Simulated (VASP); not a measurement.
Write the native input for VASP 6.6.1 that does the following.

| Item | Value |
| --- | --- |
| Task | relaxation of cell and atoms |
| Functional | PBE |
| Potentials or basis | VASP PAW PBE potentials, release 64 (Pt) |
| Cutoff | 600 eV |
| k mesh | 16 × 16 × 16 |
| Occupations | methfessel-paxton, width 0.1 eV |
| Spin | no spin polarisation |
| Further INCAR settings | ALGO = Normal; EDIFF = 1e-06; IBRION = 2; EDIFFG = -0.01; NSW = 90; ISIF = 3 |

The structure of Pt lies in POSCAR:

```
Pt
1.0
    0.0000000000      1.9609000000      1.9609000000
    1.9609000000      0.0000000000      1.9609000000
    1.9609000000      1.9609000000      0.0000000000
Pt
1
Direct
    0.0000000000      0.0000000000      0.0000000000
```

One way to write it, as run:

INCAR

```
SYSTEM = Pt
ALGO     = Normal         ! electronic algorithm
EDIFF    = 1E-6           ! SCF threshold, eV
EDIFFG   = -0.01          ! ionic threshold
ENCUT    = 600            ! plane-wave cutoff, eV
GGA      = PE             ! functional
IBRION   = 2              ! ionic algorithm
ISIF     = 3              ! what is computed and relaxed
ISMEAR   = 1              ! smearing method
KPAR     = 2            
LASPH    = .TRUE.         ! aspherical terms in the spheres
LCHARG   = .FALSE.        ! write CHGCAR
LREAL    = .FALSE.        ! projectors in reciprocal space
LWAVE    = .FALSE.        ! write WAVECAR
NELM     = 80             ! most SCF steps
NSW      = 90             ! ionic steps
PREC     = Accurate       ! precision mode
SIGMA    = 0.1            ! smearing width, eV
```

KPOINTS

```
k-points
0
G
  16 16 16
  0 0 0
```

Potentials or basis: VASP PAW PBE potentials, release 64 (Pt).

Launch:

```sh
$ cat potpaw_PBE.64/Pt/POTCAR > POTCAR
$ mpirun -np 2 vasp_std > vasp.out
```

Results of the run:

| Quantity | Value |
| --- | --- |
| Relaxed volume | 15.61 Å³/atom |
| Relaxed cell | a = 2.805 Å, b = 2.805 Å, c = 2.805 Å, α = 60.00°, β = 60.00°, γ = 60.00° |
| Space group after relaxing (to 0.05 Å) | Fm-3m (No. 225) |
| Energy gained by relaxing | 14.9 meV/atom |
| Ionic steps | 4 |
| Pressure after relaxing | 0.0 GPa |
| Band gap on the k mesh | none (metal or under the smearing width) |

Run time: 17 s on 2 MPI ranks on Intel(R) Xeon(R) Platinum 8375C CPU @ 2.90GHz (Ice Lake), on a shared host, peak memory 0.16 GiB a rank.
